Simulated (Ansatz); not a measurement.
# Niobium, diamond under PBE: from relaxation to bulk modulus, part 1 of 2

The plan for niobium in the diamond structure: relax it, solve it on a dense k-mesh, then scale the cell to 7 volumes from 88 to 112 % of the relaxed one and try a fit of the equation of state. The start is ferromagnetic. The k-meshes are 9×9×9 for the relaxation; 15×15×15 for the dense run; 15×15×15 for the volumes.

This is Nb in the diamond structure; at room conditions it is bcc.

Program: Ansatz 0.2.0. Level of theory: DFT PBE, plane waves (420 eV) with PAW, scalar-relativistic. These are calculated values, not measurements.

### Step 1. The starting structure

Symmetry: Fd-3m, No. 227, cubic system. Conventional cell: a = 5.790 Å, b = 5.790 Å, c = 5.790 Å, α = 90.00°, β = 90.00°, γ = 90.00°. Nb (site symmetry -43m) is surrounded by 4 Nb at 2.51 Å.

Coordinates:

```
Nb
1.0
     0.00000    2.89513    2.89513
     2.89513    0.00000    2.89513
     2.89513    2.89513    0.00000
Nb
2
Cartesian
  0.7238 0.7238 0.7238
  5.0665 5.0665 5.0665
```

The atoms start with moments of +1 ×2 μB.

### Step 2. Relaxation of the cell

File input.yaml:

```yaml
crystal:
  lattice:
    - [0.0, 2.895128443, 2.895128443]
    - [2.895128443, 0.0, 2.895128443]
    - [2.895128443, 2.895128443, 0.0]
  atoms:
    - { symbol: Nb, position: [0.125, 0.125, 0.125], spin: 1.0 }
    - { symbol: Nb, position: [0.875, 0.875, 0.875], spin: 1.0 }
hamiltonian:
  xc: pbe
  pseudopotentials:
    kind: paw
    azcp:
      Nb: "pseudopotentials/Nb.paw.azcp"
basis:
  ecutwfc: 420
  fft_grid_basis: typed
kpoints:
  mp_grid: { grid: [9, 9, 9], shift: [0, 0, 0] }
magnetization:
  spin_polarized: true
scf:
  occupations: { method: fermi_dirac, width: 0.05 }
relax:
  max_steps: 60
  f_tol: 0.01
  cell: {}
```

The log of the run (excerpt; [...] marks lines left out):

```text
Warning: RAYON_NUM_THREADS=2 ignored (pool sized by the plan → 2); use --threads N
[...]
Pseudopotentials: kind: paw
Pseudopotential: Nb, paw, valence charge 13, recommended cutoff 420 eV (normal), <dir>
Functional definition: PBE
[...]
Crystal: 2 atoms, lattice volume = 48.533 Å³
Basis set: ecut = 420 eV, 941 PW (Γ), exchange–correlation on 60×60×60 points (8 copies of the dense FFT grid, shifted against one another)
Bands: 18, of which v1, the nominal top of the filled ones, is band 13 counted from 1 (12 counted from 0)
Symmetry: 48 space group operations
Space group: Fd-3m (ITA 227), of the structure as read, at distance tolerance 3.6e-5 Å
Magnetic group: BNS 227.128 (UNI 1630), of the structure as read, at distance tolerance 3.6e-5 Å
k-points: 35 of 729
[...]
Starting moments: Σ|m| = 2 μB on 2 of 2 sites
[...]
SCF iter   1: F=—  HF=-9099.554724 eV  |F-HF|=—  |Δ(HF+E_count)|=         —  Δρ=2.72e-2 (↑2.72e-2 ↓1.41e-2)  dr2=6.00e-1  dr2_m=4.46e-2  M=1.402 μB ∫|m|=1.402 μB  β_m=0.30  ethr=2.31e-3  ⟨swp⟩=1.0  Hψ=7790  notcnv=0
[...]
spin=Collinear: Kerker preconditioning applied to the charge; magnetization (m = ρ↑ − ρ↓) channel mixes plain (no charge-response kernel on spin).
[...]
WARN: the starting moments were not kept: the SCF closed with an absolute magnetisation of 5.5e-7 μB, where they sum to 2 μB in size (2 sites). That is at most 0.1 of that sum. Measured as dr2_m measures the in/out step, that magnetisation stands 2.2e-14 eV from none, at or under the [...]
relax step   4: F+E_penalty+E_count = -9099.51767112 eV  Δ(F+E_penalty+E_count) = -3.813e-4 eV  max|allowed force component| = 3.840e-16 eV/Å  Δτ_max = 0.0000 Å  P = -0.023 GPa  Ω = 51.560 Å³  stress off target by 2.30e-2 GPa  SCF on the basis re-selected at this cell (its energy is not [...]
SCF converged after 6 iterations
Magnetization: -0.0000 μB (13.0000 up, 13.0000 down)
Absolute magnetization: 0.0000 μB (∫|ρ↑−ρ↓|, with the PAW one-centre terms)
Spin contamination: 0.0000 ħ² per cell (⟨S²⟩ above its minimum at these occupations)
Per-site moments (μB) at R_I (Å): [(-1.117560049302047e-7, 1.055314369456431), (-1.1175600488131597e-7, 1.055314369456431)]
Free energy (F): -9099.517671 eV
[...]
E sigma→0 (E₀):  -9099.502938 eV
Entropy (-TS):   -0.029466 eV (-14.733 meV/atom)
Fermi energy:    11.334354 eV
[...]
--- Forces (eV/Å), atoms counted from 1 ---
  atom   1  Nb     0.00000000    -0.00000000    -0.00000000
  atom   2  Nb     0.00000000     0.00000000     0.00000000
[...]
--- Stress (GPa, compression-positive) ---
       -0.022986      -0.000000       0.000000
       -0.000000      -0.022986      -0.000000
        0.000000      -0.000000      -0.022986
  P = ⅓ Tr σ = -0.0230 GPa (-0.230 kbar)
--- Relaxed structure (3 steps of the walk, 3 accepted, 1 SCFs on fresh bases) ---
  F+E_penalty+E_count = -9099.51767112 eV   max|allowed force component| = 3.840e-16 eV/Å   (the final SCF, on the basis selected at the relaxed cell)
  cell:  # Å, volume = 51.5599 Å³
    - [4.076297626316471e-34, 2.9541141104744275, 2.9541141104744275]
    - [2.9541141104744275, 1.0190744065791182e-33, 2.9541141104744275]
    - [2.9541141104744275, 2.9541141104744275, -2.2419636944740594e-33]
  atoms:
    - { symbol: Nb, position: [0.125, 0.125, 0.125] }
    - { symbol: Nb, position: [0.875, 0.875, 0.875] }
```

It took 8.3 s on 2 threads of an Arm CPU, shared host; peak memory 0.32 GiB.

The steps of the relaxation:

```
step  energy change (meV/atom)  largest force (eV/Å)  pressure (GPa)  volume (Å³/atom)
   1                      0.00                0.0000            4.46            24.266
   2                    -19.82                0.0000           -0.36            25.910
   3                    -19.99                0.0000           -0.02            25.780
   4                    -20.18                0.0000           -0.02            25.780
```

Steps that repeat a cell are solved on a basis chosen anew, so their changes of energy are no gain of the relaxation.

The cell of the run, before and after:

|  | before | after | change |
| --- | --- | --- | --- |
| a (Å) | 4.094 | 4.178 | +2.0 % |
| b (Å) | 4.094 | 4.178 | +2.0 % |
| c (Å) | 4.094 | 4.178 | +2.0 % |
| volume (Å³/atom) | 24.266 | 25.780 | +6.2 % |
| shortest distance (Å) | 2.507 | 2.558 | +2.0 % |
| space group (spins left aside) | Fd-3m | Fd-3m | same |

### Step 3. Single point on a dense mesh

File input.yaml:

```yaml
crystal:
  lattice:
    - [0.0, 2.9541141105, 2.9541141105]
    - [2.9541141105, 0.0, 2.9541141105]
    - [2.9541141105, 2.9541141105, 0.0]
  atoms:
    - { symbol: Nb, position: [0.125, 0.125, 0.125], spin: 1.0 }
    - { symbol: Nb, position: [0.875, 0.875, 0.875], spin: 1.0 }
hamiltonian:
  xc: pbe
  pseudopotentials:
    kind: paw
    azcp:
      Nb: "pseudopotentials/Nb.paw.azcp"
basis:
  ecutwfc: 420
  fft_grid_basis: typed
kpoints:
  mp_grid: { grid: [15, 15, 15], shift: [0, 0, 0] }
magnetization:
  spin_polarized: true
scf:
  occupations: { method: fermi_dirac, width: 0.05 }
```

The log of the run (excerpt; [...] marks lines left out):

```text
Warning: RAYON_NUM_THREADS=2 ignored (pool sized by the plan → 2); use --threads N
[...]
[... 3 set-up lines as earlier in the session ...]
[...]
Crystal: 2 atoms, lattice volume = 51.560 Å³
Basis set: ecut = 420 eV, 965 PW (Γ)
Bands: 18, of which v1, the nominal top of the filled ones, is band 13 counted from 1 (12 counted from 0)
[... 1 set-up line as earlier in the session ...]
Space group: Fd-3m (ITA 227), of the structure as read, at distance tolerance 3.7e-5 Å
Magnetic group: BNS 227.128 (UNI 1630), of the structure as read, at distance tolerance 3.7e-5 Å
k-points: 120 of 3375
[...]
Starting moments: Σ|m| = 2 μB on 2 of 2 sites
[...]
SCF iter   1: F=—  HF=-9099.843503 eV  |F-HF|=—  |Δ(HF+E_count)|=         —  Δρ=3.29e-2 (↑3.29e-2 ↓1.67e-2)  dr2=6.66e-1  dr2_m=1.42e-1  M=0.790 μB ∫|m|=0.790 μB  β_m=0.30  ethr=2.56e-3  ⟨swp⟩=1.0  Hψ=26055  notcnv=0
[...]
spin=Collinear: Kerker preconditioning applied to the charge; magnetization (m = ρ↑ − ρ↓) channel mixes plain (no charge-response kernel on spin).
[...]
SCF iter  10: F=-9099.517681 eV  HF=-9099.517681 eV  |F-HF|=1.82e-11  |Δ(HF+E_count)|=   1.06e-9  Δρ=1.82e-7 (↑1.82e-7 ↓1.31e-7)  dr2=3.80e-11  dr2_m=3.06e-12  M=0.000 μB ∫|m|=0.000 μB  ethr=4.42e-12  ⟨swp⟩=1.0  Hψ=10829  notcnv=0
[...]
WARN: the starting moments were not kept: the SCF closed with an absolute magnetisation of 1.1e-5 μB, where they sum to 2 μB in size (2 sites). That is at most 0.1 of that sum. Measured as dr2_m measures the in/out step, that magnetisation stands 1.6e-11 eV from none, at or under the [...]
SCF converged after 10 iterations
Magnetization: 0.0000 μB (13.0000 up, 13.0000 down)
Absolute magnetization: 0.0000 μB (∫|ρ↑−ρ↓|, with the PAW one-centre terms)
Spin contamination: 0.0000 ħ² per cell (⟨S²⟩ above its minimum at these occupations)
Per-site moments (μB) at R_I (Å): [(3.889491569011706e-6, 1.0553143694655662), (3.889491569096156e-6, 1.0553143694655662)]
Free energy (F): -9099.517681 eV
[...]
E sigma→0 (E₀):  -9099.503134 eV
Entropy (-TS):   -0.029095 eV (-14.547 meV/atom)
Fermi energy:    11.342838 eV
[...]
```

Wall time 7.3 s (2 threads of an Arm CPU, shared host); peak memory 0.41 GiB.

### Step 4. The cell scaled to 88 % of its volume

input.yaml, as its differences from that of step 3:

```diff
@@ -2,5 +2,5 @@
   lattice:
-    - [0.0, 2.9541141105, 2.9541141105]
-    - [2.9541141105, 0.0, 2.9541141105]
-    - [2.9541141105, 2.9541141105, 0.0]
+    - [0.0, 2.8308802018, 2.8308802018]
+    - [2.8308802018, 0.0, 2.8308802018]
+    - [2.8308802018, 2.8308802018, 0.0]
   atoms:
@@ -23 +23,3 @@
   occupations: { method: fermi_dirac, width: 0.05 }
+output:
+  stress: true
```

The log of the run (excerpt; [...] marks lines left out):

```text
Warning: RAYON_NUM_THREADS=2 ignored (pool sized by the plan → 2); use --threads N
[...]
[... 3 set-up lines as earlier in the session ...]
[...]
Crystal: 2 atoms, lattice volume = 45.373 Å³
Basis set: ecut = 420 eV, 893 PW (Γ)
Bands: 18, of which v1, the nominal top of the filled ones, is band 13 counted from 1 (12 counted from 0)
[... 2 set-up lines as earlier in the session ...]
Magnetic group: BNS 227.128 (UNI 1630), of the structure as read, at distance tolerance 3.6e-5 Å
k-points: 120 of 3375
[...]
Starting moments: Σ|m| = 2 μB on 2 of 2 sites
[...]
SCF iter   1: F=—  HF=-9099.425248 eV  |F-HF|=—  |Δ(HF+E_count)|=         —  Δρ=3.56e-2 (↑3.56e-2 ↓2.09e-2)  dr2=4.96e-1  dr2_m=2.04e-1  M=0.552 μB ∫|m|=0.552 μB  β_m=0.30  ethr=1.90e-3  ⟨swp⟩=1.0  Hψ=27127  notcnv=0
[...]
SCF iter  10: F=-9099.326677 eV  HF=-9099.326677 eV  |F-HF|=3.64e-12  |Δ(HF+E_count)|=  8.73e-11  Δρ=1.02e-7 (↑6.43e-8 ↓1.02e-7)  dr2=4.83e-12  dr2_m=1.72e-12  M=-0.000 μB ∫|m|=0.000 μB  ethr=1.00e-12  ⟨swp⟩=1.0  Hψ=11563  notcnv=0
[...]
WARN: the starting moments were not kept: the SCF closed with an absolute magnetisation of 4.9e-6 μB, where they sum to 2 μB in size (2 sites). That is at most 0.1 of that sum. Measured as dr2_m measures the in/out step, that magnetisation stands 3.2e-12 eV from none, at or under the [...]
SCF converged after 10 iterations
Magnetization: -0.0000 μB (13.0000 up, 13.0000 down)
Absolute magnetization: 0.0000 μB (∫|ρ↑−ρ↓|, with the PAW one-centre terms)
Spin contamination: 0.0000 ħ² per cell (⟨S²⟩ above its minimum at these occupations)
Per-site moments (μB) at R_I (Å): [(-1.623211958185865e-6, 1.0112908450545521), (-1.6232119582112826e-6, 1.0112908450545521)]
Free energy (F): -9099.326677 eV
[...]
E sigma→0 (E₀):  -9099.315294 eV
Entropy (-TS):   -0.022765 eV (-11.382 meV/atom)
Fermi energy:    13.381142 eV
[...]
--- Stress (GPa, compression-positive) ---
       11.066311       0.000000       0.000000
        0.000000      11.066311      -0.000000
       -0.000000      -0.000000      11.066311
  P = ⅓ Tr σ = 11.0663 GPa (110.663 kbar)
```

Run time: 6.7 s. Hardware: 2 threads of an Arm CPU, shared host; peak memory 0.4 GiB.

### Step 5. The cell scaled to 92 % of its volume

input.yaml, as its differences from that of step 4:

```diff
@@ -2,5 +2,5 @@
   lattice:
-    - [0.0, 2.8308802018, 2.8308802018]
-    - [2.8308802018, 0.0, 2.8308802018]
-    - [2.8308802018, 2.8308802018, 0.0]
+    - [0.0, 2.8731383752, 2.8731383752]
+    - [2.8731383752, 0.0, 2.8731383752]
+    - [2.8731383752, 2.8731383752, 0.0]
   atoms:
```

The log of the run (excerpt; [...] marks lines left out):

```text
Warning: RAYON_NUM_THREADS=2 ignored (pool sized by the plan → 2); use --threads N
[...]
[... 3 set-up lines as earlier in the session ...]
[...]
Crystal: 2 atoms, lattice volume = 47.435 Å³
Basis set: ecut = 420 eV, 941 PW (Γ)
Bands: 18, of which v1, the nominal top of the filled ones, is band 13 counted from 1 (12 counted from 0)
[... 2 set-up lines as earlier in the session ...]
Magnetic group: BNS 227.128 (UNI 1630), of the structure as read, at distance tolerance 3.6e-5 Å
k-points: 120 of 3375
[...]
Starting moments: Σ|m| = 2 μB on 2 of 2 sites
[...]
SCF iter   1: F=—  HF=-9099.646337 eV  |F-HF|=—  |Δ(HF+E_count)|=         —  Δρ=3.47e-2 (↑3.47e-2 ↓1.95e-2)  dr2=5.51e-1  dr2_m=1.84e-1  M=0.616 μB ∫|m|=0.616 μB  β_m=0.30  ethr=2.11e-3  ⟨swp⟩=1.0  Hψ=26767  notcnv=0
[...]
SCF iter  10: F=-9099.439621 eV  HF=-9099.439621 eV  |F-HF|=0.00e0  |Δ(HF+E_count)|=  1.76e-10  Δρ=6.76e-8 (↑6.76e-8 ↓5.70e-8)  dr2=6.91e-12  dr2_m=3.25e-13  M=-0.000 μB ∫|m|=0.000 μB  ethr=1.00e-12  ⟨swp⟩=2.0  Hψ=7417  notcnv=0
[...]
WARN: the starting moments were not kept: the SCF closed with an absolute magnetisation of 2.8e-6 μB, where they sum to 2 μB in size (2 sites). That is at most 0.1 of that sum. Measured as dr2_m measures the in/out step, that magnetisation stands 1.1e-12 eV from none, at or under the [...]
SCF converged after 10 iterations
Magnetization: -0.0000 μB (13.0000 up, 13.0000 down)
Absolute magnetization: 0.0000 μB (∫|ρ↑−ρ↓|, with the PAW one-centre terms)
Spin contamination: 0.0000 ħ² per cell (⟨S²⟩ above its minimum at these occupations)
Per-site moments (μB) at R_I (Å): [(-8.806567459404132e-7, 1.0263869638733478), (-8.806567459670399e-7, 1.0263869638733478)]
Free energy (F): -9099.439621 eV
[...]
E sigma→0 (E₀):  -9099.427423 eV
Entropy (-TS):   -0.024396 eV (-12.198 meV/atom)
Fermi energy:    12.641214 eV
[...]
--- Stress (GPa, compression-positive) ---
        6.626477      -0.000000      -0.000000
       -0.000000       6.626477      -0.000000
       -0.000000      -0.000000       6.626477
  P = ⅓ Tr σ = 6.6265 GPa (66.265 kbar)
```

Wall time 7 s (2 threads of an Arm CPU, shared host); peak memory 0.41 GiB.

### Step 6. The cell scaled to 96 % of its volume

input.yaml, as its differences from that of step 5:

```diff
@@ -2,5 +2,5 @@
   lattice:
-    - [0.0, 2.8731383752, 2.8731383752]
-    - [2.8731383752, 0.0, 2.8731383752]
-    - [2.8731383752, 2.8731383752, 0.0]
+    - [0.0, 2.9141887553, 2.9141887553]
+    - [2.9141887553, 0.0, 2.9141887553]
+    - [2.9141887553, 2.9141887553, 0.0]
   atoms:
```

The log of the run (excerpt; [...] marks lines left out):

```text
Warning: RAYON_NUM_THREADS=2 ignored (pool sized by the plan → 2); use --threads N
[...]
[... 3 set-up lines as earlier in the session ...]
[...]
Crystal: 2 atoms, lattice volume = 49.497 Å³
Basis set: ecut = 420 eV, 941 PW (Γ)
Bands: 18, of which v1, the nominal top of the filled ones, is band 13 counted from 1 (12 counted from 0)
[... 2 set-up lines as earlier in the session ...]
Magnetic group: BNS 227.128 (UNI 1630), of the structure as read, at distance tolerance 3.7e-5 Å
k-points: 120 of 3375
[...]
Starting moments: Σ|m| = 2 μB on 2 of 2 sites
[...]
SCF iter   1: F=—  HF=-9099.779346 eV  |F-HF|=—  |Δ(HF+E_count)|=         —  Δρ=3.38e-2 (↑3.38e-2 ↓1.80e-2)  dr2=6.07e-1  dr2_m=1.63e-1  M=0.698 μB ∫|m|=0.698 μB  β_m=0.30  ethr=2.33e-3  ⟨swp⟩=1.0  Hψ=26528  notcnv=0
[...]
SCF iter  10: F=-9099.500260 eV  HF=-9099.500260 eV  |F-HF|=3.64e-12  |Δ(HF+E_count)|=  3.27e-11  Δρ=5.14e-8 (↑5.14e-8 ↓2.82e-8)  dr2=2.77e-12  dr2_m=2.98e-13  M=0.000 μB ∫|m|=0.000 μB  ethr=1.00e-12  ⟨swp⟩=1.0  Hψ=9643  notcnv=0
[...]
WARN: the starting moments were not kept: the SCF closed with an absolute magnetisation of 2.7e-6 μB, where they sum to 2 μB in size (2 sites). That is at most 0.1 of that sum. Measured as dr2_m measures the in/out step, that magnetisation stands 9.5e-13 eV from none, at or under the [...]
SCF converged after 10 iterations
Magnetization: 0.0000 μB (13.0000 up, 13.0000 down)
Absolute magnetization: 0.0000 μB (∫|ρ↑−ρ↓|, with the PAW one-centre terms)
Spin contamination: 0.0000 ħ² per cell (⟨S²⟩ above its minimum at these occupations)
Per-site moments (μB) at R_I (Å): [(9.053192561884226e-7, 1.0410516160740106), (9.053192561636514e-7, 1.0410516160740106)]
Free energy (F): -9099.500260 eV
[...]
E sigma→0 (E₀):  -9099.487232 eV
Entropy (-TS):   -0.026056 eV (-13.028 meV/atom)
Fermi energy:    11.966859 eV
[...]
--- Stress (GPa, compression-positive) ---
        2.910494       0.000000      -0.000000
       -0.000000       2.910494      -0.000000
        0.000000       0.000000       2.910494
  P = ⅓ Tr σ = 2.9105 GPa (29.105 kbar)
```

Wall time 7 s (2 threads of an Arm CPU, shared host); peak memory 0.41 GiB.

### Step 7. The cell scaled to 100 % of its volume

input.yaml, as its differences from that of step 6:

```diff
@@ -2,5 +2,5 @@
   lattice:
-    - [0.0, 2.9141887553, 2.9141887553]
-    - [2.9141887553, 0.0, 2.9141887553]
-    - [2.9141887553, 2.9141887553, 0.0]
+    - [0.0, 2.9541141105, 2.9541141105]
+    - [2.9541141105, 0.0, 2.9541141105]
+    - [2.9541141105, 2.9541141105, 0.0]
   atoms:
```

The log of the run (excerpt; [...] marks lines left out):

```text
Warning: RAYON_NUM_THREADS=2 ignored (pool sized by the plan → 2); use --threads N
[...]
[... 3 set-up lines as earlier in the session ...]
[...]
Crystal: 2 atoms, lattice volume = 51.560 Å³
Basis set: ecut = 420 eV, 965 PW (Γ)
Bands: 18, of which v1, the nominal top of the filled ones, is band 13 counted from 1 (12 counted from 0)
[... 2 set-up lines as earlier in the session ...]
Magnetic group: BNS 227.128 (UNI 1630), of the structure as read, at distance tolerance 3.7e-5 Å
k-points: 120 of 3375
[...]
Starting moments: Σ|m| = 2 μB on 2 of 2 sites
[...]
SCF iter   1: F=—  HF=-9099.843503 eV  |F-HF|=—  |Δ(HF+E_count)|=         —  Δρ=3.29e-2 (↑3.29e-2 ↓1.67e-2)  dr2=6.66e-1  dr2_m=1.42e-1  M=0.790 μB ∫|m|=0.790 μB  β_m=0.30  ethr=2.56e-3  ⟨swp⟩=1.0  Hψ=26055  notcnv=0
[...]
SCF iter  10: F=-9099.517681 eV  HF=-9099.517681 eV  |F-HF|=1.82e-11  |Δ(HF+E_count)|=   1.06e-9  Δρ=1.82e-7 (↑1.82e-7 ↓1.31e-7)  dr2=3.80e-11  dr2_m=3.06e-12  M=0.000 μB ∫|m|=0.000 μB  ethr=4.42e-12  ⟨swp⟩=1.0  Hψ=10829  notcnv=0
[...]
WARN: the starting moments were not kept: the SCF closed with an absolute magnetisation of 1.1e-5 μB, where they sum to 2 μB in size (2 sites). That is at most 0.1 of that sum. Measured as dr2_m measures the in/out step, that magnetisation stands 1.6e-11 eV from none, at or under the [...]
SCF converged after 10 iterations
Magnetization: 0.0000 μB (13.0000 up, 13.0000 down)
Absolute magnetization: 0.0000 μB (∫|ρ↑−ρ↓|, with the PAW one-centre terms)
Spin contamination: 0.0000 ħ² per cell (⟨S²⟩ above its minimum at these occupations)
Per-site moments (μB) at R_I (Å): [(3.889491569011706e-6, 1.0553143694655662), (3.889491569096156e-6, 1.0553143694655662)]
Free energy (F): -9099.517681 eV
[...]
E sigma→0 (E₀):  -9099.503134 eV
Entropy (-TS):   -0.029095 eV (-14.547 meV/atom)
Fermi energy:    11.342838 eV
[...]
--- Stress (GPa, compression-positive) ---
       -0.084359       0.000000      -0.000000
       -0.000000      -0.084359      -0.000000
       -0.000000      -0.000000      -0.084359
  P = ⅓ Tr σ = -0.0844 GPa (-0.844 kbar)
```

It took 7.8 s on 2 threads of an Arm CPU, shared host; peak memory 0.42 GiB.

### Step 8. The cell scaled to 104 % of its volume

input.yaml, as its differences from that of step 7:

```diff
@@ -2,5 +2,5 @@
   lattice:
-    - [0.0, 2.9541141105, 2.9541141105]
-    - [2.9541141105, 0.0, 2.9541141105]
-    - [2.9541141105, 2.9541141105, 0.0]
+    - [0.0, 2.992988491, 2.992988491]
+    - [2.992988491, 0.0, 2.992988491]
+    - [2.992988491, 2.992988491, 0.0]
   atoms:
```

The log of the run (excerpt; [...] marks lines left out):

```text
Warning: RAYON_NUM_THREADS=2 ignored (pool sized by the plan → 2); use --threads N
[...]
[... 3 set-up lines as earlier in the session ...]
[...]
Crystal: 2 atoms, lattice volume = 53.622 Å³
Basis set: ecut = 420 eV, 1067 PW (Γ)
Bands: 18, of which v1, the nominal top of the filled ones, is band 13 counted from 1 (12 counted from 0)
[... 1 set-up line as earlier in the session ...]
Space group: Fd-3m (ITA 227), of the structure as read, at distance tolerance 3.8e-5 Å
Magnetic group: BNS 227.128 (UNI 1630), of the structure as read, at distance tolerance 3.8e-5 Å
k-points: 120 of 3375
[...]
Starting moments: Σ|m| = 2 μB on 2 of 2 sites
[...]
SCF iter   1: F=—  HF=-9099.853519 eV  |F-HF|=—  |Δ(HF+E_count)|=         —  Δρ=3.22e-2 (↑3.22e-2 ↓1.57e-2)  dr2=7.27e-1  dr2_m=1.25e-1  M=0.872 μB ∫|m|=0.872 μB  β_m=0.30  ethr=2.79e-3  ⟨swp⟩=1.0  Hψ=25624  notcnv=0
[...]
SCF iter  10: F=-9099.500741 eV  HF=-9099.500741 eV  |F-HF|=6.73e-11  |Δ(HF+E_count)|=   4.03e-9  Δρ=2.89e-7 (↑2.89e-7 ↓2.25e-7)  dr2=6.04e-11  dr2_m=1.29e-11  M=0.000 μB ∫|m|=0.000 μB  ethr=1.31e-11  ⟨swp⟩=1.0  Hψ=10858  notcnv=0
[...]
WARN: the starting moments were not kept: the SCF closed with an absolute magnetisation of 3.3e-5 μB, where they sum to 2 μB in size (2 sites). That is at most 0.1 of that sum. Measured as dr2_m measures the in/out step, that magnetisation stands 1.2e-10 eV from none, at or under the [...]
SCF converged after 10 iterations
Magnetization: 0.0000 μB (13.0000 up, 13.0000 down)
Absolute magnetization: 0.0000 μB (∫|ρ↑−ρ↓|, with the PAW one-centre terms)
Spin contamination: 0.0000 ħ² per cell (⟨S²⟩ above its minimum at these occupations)
Per-site moments (μB) at R_I (Å): [(1.104711562635006e-5, 1.0692016774066864), (1.1047115626315921e-5, 1.0692016774066864)]
Free energy (F): -9099.500741 eV
[...]
E sigma→0 (E₀):  -9099.484739 eV
Entropy (-TS):   -0.032004 eV (-16.002 meV/atom)
Fermi energy:    10.760489 eV
[...]
--- Stress (GPa, compression-positive) ---
       -2.464832      -0.000000      -0.000000
       -0.000000      -2.464832      -0.000000
       -0.000000       0.000000      -2.464832
  P = ⅓ Tr σ = -2.4648 GPa (-24.648 kbar)
```

Wall time 7.3 s (2 threads of an Arm CPU, shared host); peak memory 0.42 GiB.

(Continued in part 2 of 2.)
